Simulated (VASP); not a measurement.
# Au (Fm-3m) in VASP: a series of runs, part 2 of 2

VASP 6.6.1. The steps go on from the part before.

## Step 3: Relaxation of cell and atoms, PBE

This run uses another cell than the first one, of 17.94 Å³/atom, 1.064 times its volume.

INCAR reads:

```
PREC = Accurate
ENCUT = 520
EDIFF = 0.05
ISMEAR = 0
SIGMA = 0.1
LREAL = F
LASPH = T
NELM = 80
ALGO = Normal
ISIF = 3
LWAVE = F
LCHARG = F
GGA = PE
IBRION = 2
NSW = 80
EDIFFG = -0.002
```

KPOINTS reads:

```
Automatic mesh
0
Gamma
  18 18 18
```

POSCAR reads:

```
Au                                      
1.0
   -0.0000000000      2.0778227314      2.0778227314
    2.0778227314      0.0000000000      2.0778227314
    2.0778227314      2.0778227314     -0.0000000000
  Au            
     1
Direct
     0.0000000000000000    0.0000000000000000    0.0000000000000000
```

Potentials or basis: VASP PAW PBE potentials, release 64 (Au).

Command:

```sh
$ cat potpaw_PBE.64/Au/POTCAR > POTCAR
$ mpirun -np 1 vasp_std > vasp.out
```

OUTCAR:

```text
PREC = Accurate
   ENCUT = 520
   EDIFF = 0.05
   ISMEAR = 0
   LREAL = F
   LASPH = T
   NELM = 80
   ISIF = 3
   GGA = PE
   IBRION = 2
   NSW = 80
   EDIFFG = -0.002

 ion  position               nearest neighbor table
   1  0.000  0.000  0.000-

  LATTYP: Found a face centered cubic cell.
 ALAT       =     4.1556454628

  Lattice vectors:

 A1 = (   0.0000000000,   2.0778227314,   2.0778227314)
 A2 = (   2.0778227314,   0.0000000000,   2.0778227314)
 A3 = (   2.0778227314,   2.0778227314,   0.0000000000)

Analysis of symmetry for initial positions (statically):
=====================================================================
 Subroutine PRICEL returns:
 Original cell was already a primitive cell.

 Routine SETGRP: Setting up the symmetry group for a
 face centered cubic supercell.

 Subroutine GETGRP returns: Found 48 space group operations
 (whereof 48 operations were pure point group operations)
 out of a pool of 48 trial point group operations.

The static configuration has the point symmetry O_h .

Analysis of symmetry for dynamics (positions and initial velocities):
=====================================================================
 Subroutine PRICEL returns:
 Original cell was already a primitive cell.

 Routine SETGRP: Setting up the symmetry group for a
[... 261 lines left out ...]

 number of electron      11.0000002 magnetization

------------------------ aborting loop because EDIFF is reached ----------------------------------------
[... 65 lines left out ...]
--------------------------------------- Ionic step       16  -------------------------------------------

 number of electron      11.0000002 magnetization

 Free energy of the ion-electron system (eV)
  ---------------------------------------------------
  ext. energy  EPLUGINS =         0.00000000
  ---------------------------------------------------
  free energy    TOTEN  =        -3.22236487 eV

  energy without entropy =       -3.22109576  energy(sigma->0) =       -3.22173032

 E-fermi :   8.5925     XC(G=0): -12.4103

 val. band max:        8.5776570471   @ k =   0.5000   0.2778   0.1111
 cond. band min:       8.6206304383   @ k =   0.5000   0.1667   0.0556
 fundamental gap:      0.0429733912
 Fermi energy:         8.5924927912

 k-point     1 :       0.0000    0.0000    0.0000
  band No.  band energies     occupation
      1      -0.6839      2.00000
      2       4.2145      2.00000
      3       4.2145      2.00000
      4       4.2145      2.00000
      5       5.5971      2.00000
      6       5.5971      2.00000
      7      23.2196      0.00000
      8      26.9228      0.00000
      9      26.9228      0.00000
[... 265 lines left out ...]
 k-point    24 :      -0.2222    0.0556    0.0000
  band No.  band energies     occupation
      1       1.0394      2.00000
      2       3.9843      2.00000
      3       4.4981      2.00000
      4       4.5305      2.00000
      5       5.5176      2.00000
      6       5.9570      2.00000
      7      19.8848      0.00000
      8      24.1353      0.00000
      9      26.6747      0.00000

 [... further k-points ...]
[... 5 lines left out ...]
  --------------------------------------------------------------------------------------
  -------------------------------------------------------------------------------------
  Total       -0.0019492     -0.0019492     -0.0019492      0.0000000      0.0000000     -0.0000000
  in kB       -0.1740650     -0.1740650     -0.1740650      0.0000000      0.0000000     -0.0000000
  external PRESSURE =      -0.1740650 kB  Pullay stress =       0.0000000 kB
[... 16 lines left out ...]
  FREE ENERGIE OF THE ION-ELECTRON SYSTEM (eV)
  ---------------------------------------------------
  free  energy   TOTEN  =        -3.2223648688 eV

  energy  without entropy=       -3.2210957613  energy(sigma->0) =       -3.22173032

 reached required accuracy - stopping structural energy minimisation
```

Wall time 47 s (1 thread of Intel Xeon Platinum 8488C (Sapphire Rapids), shared host); peak memory 0.17 GiB.

Results:

| Quantity | Value |
| --- | --- |
| Free energy | -3.2224 eV |
| Energy gained by relaxing | -1.9 meV/atom |
| Ionic steps | 16 |
| Pressure after relaxing | 0.0 GPa |
| Band gap on the k mesh | none (metal or under the smearing width) |

Step by step:
```
step  energy change (eV)  largest force (eV/Å)  pressure (GPa)  volume (Å³)
   1              0.0000                0.0000            5.00        17.94
   2              0.0467                0.0000           -8.18        19.43
   3              0.0084                0.0000           -3.84        18.47
   4              0.0033                0.0000           -8.01        18.24
   5              0.0018                0.0000           -5.43        18.05
   6              0.0019                0.0000           -1.90        17.99
   7              0.0019                0.0000           -0.69        17.98
   8              0.0019                0.0000           -0.44        17.97
   9              0.0019                0.0000           -0.54        17.96
  10              0.0019                0.0000           -0.28        17.95
  11              0.0019                0.0000           -0.15        17.95
  12              0.0019                0.0000           -0.08        17.94
  13              0.0019                0.0000           -0.05        17.94
  14              0.0019                0.0000           -0.03        17.94
  15              0.0019                0.0000           -0.02        17.94
  16              0.0019                0.0000           -0.02        17.94
```

Final structure:
```cif
data_structure
_symmetry_space_group_name_H-M 'P 1'
_symmetry_Int_Tables_number 1
_cell_length_a 2.9385
_cell_length_b 2.9385
_cell_length_c 2.9385
_cell_angle_alpha 60.000
_cell_angle_beta 60.000
_cell_angle_gamma 60.000
_cell_volume 17.94
loop_
_atom_site_label
_atom_site_type_symbol
_atom_site_fract_x
_atom_site_fract_y
_atom_site_fract_z
_atom_site_occupancy
Au1 Au 0.00000 0.00000 0.00000 1
```
